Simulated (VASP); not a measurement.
# Ir (Fd-3m) in VASP: a series of runs

The runs below take Ir through single point, with r2SCAN0, r2SCAN.

Program: VASP 6.6.1. These are calculated values, not measurements. Logs are shortened: lines on timing, memory, paths and dates and some standing lists are left out, and cuts for length are marked.

## 1. Starting point

It takes space group Fd-3m (No. 227, cubic). Conventional cell: a = 5.527 Å, b = 5.527 Å, c = 5.527 Å, α = 90.00°, β = 90.00°, γ = 90.00°. Ir (site symmetry -43m) is surrounded by 4 Ir at 2.39 Å.

This isn't the form of Ir at room conditions, which is fcc.

## 2. Single point, r2SCAN0

Contents of POSCAR:

```
Ir
1.0
    0.0000000000      2.7635681212      2.7635681212
    2.7635681212      0.0000000000      2.7635681212
    2.7635681212      2.7635681212      0.0000000000
Ir
2
Direct
    0.1250000000      0.1250000000      0.1250000000
    0.8750000000      0.8750000000      0.8750000000
```

Contents of INCAR.step1:

```
SYSTEM = Ir
PREC = Accurate
ENCUT = 520
EDIFF = 1E-5
ISMEAR = -1
SIGMA = 0.1
LREAL = .FALSE.
LASPH = .TRUE.
NELM = 80
ALGO = Normal
ISIF = 2
LWAVE = .TRUE.
LCHARG = .FALSE.
GGA = PE
NBANDS = 16
```

Contents of INCAR.step2:

```
SYSTEM = Ir
PREC = Accurate
ENCUT = 520
EDIFF = 1E-6
ISMEAR = -1
SIGMA = 0.1
LREAL = .FALSE.
LASPH = .TRUE.
NELM = 80
ALGO = Normal
ISIF = 2
LWAVE = .FALSE.
LCHARG = .FALSE.
METAGGA = R2SCAN
LHFCALC = .TRUE.
AEXX = 0.25
LMIXTAU = .TRUE.
PRECFOCK = Normal
HFRCUT = -1
ISTART = 1
NBANDS = 16
```

Contents of KPOINTS:

```
Automatic mesh
0
G
  5 5 5
  0 0 0
```

Potentials or basis: VASP PAW PBE potentials, release 64 (Ir).

Run with:

```
$ cat potpaw_PBE.64/Ir/POTCAR > POTCAR
$ cp INCAR.step1 INCAR
$ mpirun -np 1 vasp_std > vasp.out
$ cp INCAR.step2 INCAR
$ mpirun -np 1 vasp_std > vasp.out
```

OUTCAR:

```text
SYSTEM = Ir
   PREC = Accurate
   ENCUT = 520
   EDIFF = 1E-6
   ISMEAR = -1
   LREAL = .FALSE.
   LASPH = .TRUE.
   NELM = 80
   ISIF = 2
   METAGGA = R2SCAN
   LHFCALC = .TRUE.
   AEXX = 0.25
   PRECFOCK = Normal
   ISTART = 1

 ion  position               nearest neighbor table
   1  0.125  0.125  0.125-   2 2.39   2 2.39   2 2.39   2 2.39
   2  0.875  0.875  0.875-   1 2.39   1 2.39   1 2.39   1 2.39

  LATTYP: Found a face centered cubic cell.
 ALAT       =     5.5271362424

  Lattice vectors:

 A1 = (   0.0000000000,   2.7635681212,   2.7635681212)
 A2 = (   2.7635681212,   0.0000000000,   2.7635681212)
 A3 = (   2.7635681212,   2.7635681212,   0.0000000000)

Analysis of symmetry for initial positions (statically):
=====================================================================
 Subroutine PRICEL returns:
 Original cell was already a primitive cell.

 Routine SETGRP: Setting up the symmetry group for a
 face centered cubic supercell.

 Subroutine GETGRP returns: Found 48 space group operations
 (whereof 12 operations were pure point group operations)
 out of a pool of 48 trial point group operations.

The static configuration has the point symmetry D_3d.
 The point group associated with its full space group is O_h .

Analysis of symmetry for dynamics (positions and initial velocities):
=====================================================================
 Subroutine PRICEL returns:
 Original cell was already a primitive cell.

 Routine SETGRP: Setting up the symmetry group for a
 face centered cubic supercell.

 Subroutine GETGRP returns: Found 48 space group operations
 (whereof 12 operations were pure point group operations)
 out of a pool of 48 trial point group operations.

The dynamic configuration has the point symmetry D_3d.
 The point group associated with its full space group is O_h .

 Subroutine INISYM returns: Found 48 space group operations
 (whereof 12 operations are pure point group operations),
 and found     1 'primitive' translations

----------------------------------------------------------------------------------------

                                     Primitive cell

  volume of cell :      42.2124

  direct lattice vectors                    reciprocal lattice vectors
     0.000000000  2.763568121  2.763568121    -0.180925520  0.180925520  0.180925520
     2.763568121  0.000000000  2.763568121     0.180925520 -0.180925520  0.180925520
     2.763568121  2.763568121  0.000000000     0.180925520  0.180925520 -0.180925520

  length of vectors
     3.908275518  3.908275518  3.908275518     0.313372193  0.313372193  0.313372193

  position of ions in fractional coordinates (direct lattice)
     0.125000000  0.125000000  0.125000000
     0.875000000  0.875000000  0.875000000

  ion indices of the primitive-cell ions
   primitive index   ion index
                 1           1
                 2           2

----------------------------------------------------------------------------------------

 KPOINTS: Automatic mesh

Automatic generation of k-mesh.
 Grid dimensions read from file:
 generate k-points for:    5    5    5

 Generating k-lattice:

  Cartesian coordinates                     Fractional coordinates (reciprocal lattice)
    -0.036185104  0.036185104  0.036185104     0.200000000  0.000000000  0.000000000
     0.036185104 -0.036185104  0.036185104     0.000000000  0.200000000  0.000000000
     0.036185104  0.036185104 -0.036185104     0.000000000  0.000000000  0.200000000

  Length of vectors
     0.062674439  0.062674439  0.062674439

  Shift w.r.t. Gamma in fractional coordinates (k-lattice)
     0.000000000  0.000000000  0.000000000

 Subroutine IBZKPT returns following result:
 ===========================================

 Found     10 irreducible k-points:

 Following reciprocal coordinates:
            Coordinates               Weight
  0.000000  0.000000  0.000000      1.000000
  0.200000  0.000000  0.000000      8.000000
  0.400000  0.000000  0.000000      8.000000
  0.200000  0.200000  0.000000      6.000000
  0.400000  0.200000  0.000000     24.000000
 -0.400000  0.200000  0.000000     24.000000
 -0.200000  0.200000  0.000000     12.000000
  0.400000  0.400000  0.000000      6.000000
 -0.400000  0.400000  0.000000     12.000000
 -0.400000  0.400000  0.200000     24.000000
   k-points           NKPTS =     10   k-points in BZ     NKDIM =    125   number of bands    NBANDS=     16
   number of dos      NEDOS =    301   number of ions     NIONS =      2
   total plane-waves  NPLWV =  27000
   dimension x,y,z NGX =    30 NGY =   30 NGZ =   30
   dimension x,y,z NGXF=    60 NGYF=   60 NGZF=   60
   ions per type =               2
   NGX,Y,Z   is equivalent  to a cutoff of  12.76, 12.76, 12.76 a.u.
   NGXF,Y,Z  is equivalent  to a cutoff of  25.52, 25.52, 25.52 a.u.
 SYSTEM =  Ir
   PREC   = accura    normal or accurate (medium, high low for compatibility)
   ISTART =      1    job   : 0-new  1-cont  2-samecut
   ICHARG =      0    charge: 1-file 2-atom 10-const
   ISPIN  =      1    spin polarized calculation?
   LNONCOLLINEAR =      F non collinear calculations
   LSORBIT =      F    spin-orbit coupling
   LASPH  =      T    aspherical Exc in radial PAW
   ENCUT  =  520.0 eV  38.22 Ry    6.18 a.u.   7.27  7.27  7.27*2*pi/ulx,y,z
   NELM   =     80;   NELMIN=  2; NELMDL=  0     # of ELM steps
   EDIFF  = 0.1E-05   stopping-criterion for ELM
   LREAL  =      F    real-space projection
   EDIFFG = 0.1E-04   stopping-criterion for IOM
   NSW    =      0    number of steps for IOM
   IBRION =     -1    ionic relax: 0-MD 1-quasi-New 2-CG
   NFREE  =      0    steps in history (QN), initial steepest desc. (CG)
   ISIF   =      2    stress and relaxation
   ISYM   =      3    0-nonsym 1-usesym 2-fastsym
   POTIM  = 0.5000    time-step for ionic-motion
   TEBEG  =    0.0;   TEEND  =   0.0 temperature during run
   PSTRESS=    0.0 pullay stress
   NELECT =      18.0000    total number of electrons
   NUPDOWN=      -1.0000    fix difference up-down
   EMIN   =  10.00;   EMAX   =-10.00  energy-range for DOS
   EFERMI =   0.00;   METHOD = LEGACY
   ISMEAR =    -1;   SIGMA  =   0.10  broadening in eV -4-tet -1-fermi 0-gaus
   EFERMI_NEDOS =   21; number of points for ismear=-14 and -15
   IALGO  =     38    algorithm
   IMIX   =      1    mixing-type and parameters
     AMIX     =   0.40;   BMIX     =  1.00
     AMIX_MAG =   1.60;   BMIX_MAG =  1.00
  volume/ion in A,a.u.               =      21.11       142.43
  Fermi-wavevector in a.u.,A,eV,Ry     =   1.232212  2.328543 20.658363  1.518347
  Thomas-Fermi vector in A             =   2.366991
   LORBIT       =      0    0 simple, 1 ext, 2 COOP (PROOUT), +10 PAW based schemes
   METAGGA = R2SCAN    functional components
   LHFCALC =     T    Hartree Fock is set to
   PRECFOCK=normal    Normal, Fast or Accurate (Low or Medium for compatibility)
   ENCUT4O =  -1.0   cutoff for four orbital integrals eV
   NKREDX  =     1    reduce k-point grid by
   NKREDY  =     1    reduce k-point grid by
   NKREDZ  =     1    reduce k-point grid by
   AEXX    =    0.2500 exact exchange contribution
   HFSCREEN=    0.0000 screening length (either q_TF or 0.3 A-1)
   HFSCREENC=   0.0000 screening length for correlation (either q_TF or 0.3 A-1)
   ENCUTFOCK=  -1.0 apply spherical cutoff to Coloumb kernel
   IVDW    =     0    specifies the selected vdW correction
   LEPSILON=     F    determine dielectric tensor
   LRPA    =     F    only Hartree local field effects (RPA)
 non-spin polarized calculation
  energy-cutoff  :      520.00
  volume of cell :       42.21
 maximum number of plane-waves:      1149
 NGX is ok and might be reduce to    30
  NGX = 24; NGY = 24; NGZ = 24

 number of electron      17.9999999 magnetization

 Free energy of the ion-electron system (eV)
  ---------------------------------------------------
  ext. energy  EPLUGINS =         0.00000000
  ---------------------------------------------------
  free energy    TOTEN  =       -85.78612540 eV

  energy without entropy =      -85.77866809  energy(sigma->0) =      -85.78239674

 E-fermi :   5.1846     XC(G=0):  -9.4524

 val. band max:        4.7759575380   @ k =   0.4000   0.2000   0.0000
 cond. band min:       5.5713315061   @ k =   0.4000   0.4000   0.0000
 fundamental gap:      0.7953739680
 Fermi energy:         5.1846088037

 k-point     1 :       0.0000    0.0000    0.0000
  band No.  band energies     occupation
      1      -4.5568      2.00000
      2      -1.6568      2.00000
      3      -1.6568      2.00000
      4      -1.0101      2.00000
      5      -1.0101      2.00000
      6      -1.0101      2.00000
[... 8 lines left out ...]
     15      19.3401      0.00000
     16      19.3401      0.00000

 k-point     2 :       0.2000    0.0000    0.0000
  band No.  band energies     occupation
      1      -3.7741      2.00000
      2      -1.8439      2.00000
      3      -1.8439      2.00000
      4      -1.0531      2.00000
      5      -0.6071      2.00000
      6      -0.6071      2.00000
[... 8 lines left out ...]
     15      17.7166      0.00000
     16      19.7797      0.00000

 k-point     3 :       0.4000    0.0000    0.0000
  band No.  band energies     occupation
      1      -2.3164      2.00000
      2      -1.5601      2.00000
      3      -1.5601      2.00000
      4      -1.1728      2.00000
      5      -0.8453      2.00000
      6      -0.8453      2.00000
[... 8 lines left out ...]
     15      16.2892      0.00000
     16      20.6462      0.00000

 k-point     4 :       0.2000    0.2000    0.0000
  band No.  band energies     occupation
      1      -3.4943      2.00000
      2      -2.3399      2.00000
      3      -1.1172      2.00000
      4      -1.0262      2.00000
      5      -1.0262      2.00000
      6      -0.0595      2.00000
[... 8 lines left out ...]
     15      16.4894      0.00000
     16      17.6899      0.00000
[... 58 lines left out ...]
 k-point     8 :       0.4000    0.4000    0.0000
  band No.  band energies     occupation
      1      -2.4888      2.00000
      2      -1.4778      2.00000
      3      -1.1629      2.00000
      4      -1.1629      2.00000
      5      -0.6852      2.00000
      6       0.3979      2.00000
[... 8 lines left out ...]
     15      16.5110      0.00000
     16      17.3409      0.00000

 k-point     9 :      -0.4000    0.4000    0.0000
  band No.  band energies     occupation
      1      -2.3581      2.00000
      2      -1.8708      2.00000
      3      -1.3623      2.00000
      4      -0.9069      2.00000
      5       0.1159      2.00000
      6       0.9218      2.00000
[... 8 lines left out ...]
     15      17.0859      0.00000
     16      19.4815      0.00000

 k-point    10 :      -0.4000    0.4000    0.2000
  band No.  band energies     occupation
      1      -2.2754      2.00000
      2      -2.1485      2.00000
      3      -1.0986      2.00000
      4      -0.9602      2.00000
      5      -0.0259      2.00000
      6       0.6324      2.00000
[... 8 lines left out ...]
     15      18.8346      0.00000
     16      20.0760      0.00000

------------------------ aborting loop because EDIFF is reached ----------------------------------------

  FORCE on cell =-STRESS in cart. coord.  units (eV):
  Direction    XX          YY          ZZ          XY          YZ          ZX
  --------------------------------------------------------------------------------------
  -------------------------------------------------------------------------------------
  Total       -1.2713308     -1.2713308     -1.2713308     -0.0000000      0.0000000     -0.0000000
  in kB      -48.2534795    -48.2534795    -48.2534795     -0.0000000      0.0000000     -0.0000000
  external PRESSURE =     -48.2534795 kB  Pullay stress =       0.0000000 kB

 VOLUME and BASIS-vectors are now :
 -----------------------------------------------------------------------------
  energy-cutoff  :      520.00
  volume of cell :       42.21
      direct lattice vectors                 reciprocal lattice vectors
     0.000000000  2.763568121  2.763568121    -0.180925520  0.180925520  0.180925520
     2.763568121  0.000000000  2.763568121     0.180925520 -0.180925520  0.180925520
     2.763568121  2.763568121  0.000000000     0.180925520  0.180925520 -0.180925520

 POSITION                                       TOTAL-FORCE (eV/Angst)
 -----------------------------------------------------------------------------------
      0.69089      0.69089      0.69089         0.000000      0.000000      0.000000
      4.83624      4.83624      4.83624        -0.000000     -0.000000     -0.000000
 -----------------------------------------------------------------------------------
    total drift:                                0.000000     -0.000000     -0.000000

  FREE ENERGIE OF THE ION-ELECTRON SYSTEM (eV)
  ---------------------------------------------------
  free  energy   TOTEN  =       -85.7861253982 eV

  energy  without entropy=      -85.7786680866  energy(sigma->0) =      -85.78239674
```

Wall time 15 min (1 thread of Intel Xeon 6975P-C (Granite Rapids), shared host); peak memory 0.19 GiB.

Results:

| Property | Result |
| --- | --- |
| Free energy | -85.7861 eV |
| Pressure | -4.8 GPa |
| Band gap on the k mesh | none (metal or under the smearing width) |

Caveat: the k mesh is coarse (spacing up to 0.39 Å⁻¹), so the values aren't converged, least of all with exact exchange; the PAW data sets were made with another functional, which shifts forces and pressure a little. The run has no spin-orbit coupling, so splittings on Ir are missing.

## 3. Single point, r2SCAN

POSCAR is that of step 2.

Contents of INCAR.step1:

```
PREC     = Accurate       # precision mode
ENCUT    = 520            # plane-wave cutoff, eV
ISMEAR   = -1             # smearing method
SIGMA    = 0.1            # smearing width, eV
LREAL    = False          # projectors in reciprocal space
LASPH    = True           # aspherical terms in the spheres
NELM     = 80             # most SCF steps
NBANDS   = 16             # bands
GGA      = PE             # functional
ALGO     = Normal         # electronic algorithm
EDIFF    = 1E-4           # SCF threshold, eV
LWAVE    = True           # write WAVECAR
LCHARG   = False          # write CHGCAR
```

Contents of INCAR.step2:

```
PREC     = Accurate       # precision mode
ENCUT    = 520            # plane-wave cutoff, eV
EDIFF    = 1E-7           # SCF threshold, eV
ISMEAR   = -1             # smearing method
SIGMA    = 0.1            # smearing width, eV
LREAL    = False          # projectors in reciprocal space
LASPH    = True           # aspherical terms in the spheres
NELM     = 80             # most SCF steps
ALGO     = Normal         # electronic algorithm
ISIF     = 2              # what is computed and relaxed
LWAVE    = False          # write WAVECAR
LCHARG   = True           # write CHGCAR
METAGGA  = R2SCAN         # meta-GGA
LMIXTAU  = True         
LELF     = True           # ELF
LVHAR    = True         
NBANDS   = 16             # bands
ISTART   = 1
```

Contents of KPOINTS:

```
Automatic mesh
0
Gamma
  5 5 5
```

Potentials or basis: VASP PAW PBE potentials, release 64 (Ir).

Run with:

```
$ cat potpaw_PBE.64/Ir/POTCAR > POTCAR
$ cp INCAR.step1 INCAR
$ mpirun -np 1 vasp_std > vasp.out
$ cp INCAR.step2 INCAR
$ mpirun -np 1 vasp_std > vasp.out
```

It took 21 s on 1 thread of Intel Xeon 6975P-C (Granite Rapids), shared host; peak memory 0.17 GiB.

The run converged. Its results:

| Property | Result |
| --- | --- |
| Free energy | -102.7848 eV |
| Pressure | 0.5 GPa |
| Band gap on the k mesh | none (metal or under the smearing width) |

Levels at points of the mesh, in eV from the Fermi level:
| k point | band 5 | band 6 | band 7 | band 8 | band 9 | band 10 | band 11 | band 12 | band 13 | band 14 |
| --- | --- | --- | --- | --- | --- | --- | --- | --- | --- | --- |
| (0.00, 0.00, 0.00) | -5.03 | -5.03 | -1.87 | -1.87 | -1.87 | 0.78 | 0.78 | 11.57 | 11.68 | 13.08 |

Caveat: the k mesh is coarse (spacing up to 0.39 Å⁻¹), so the values aren't converged; the PAW data sets were made with another functional, which shifts forces and pressure a little. Spin-orbit coupling is left out, which matters for the levels of Ir.
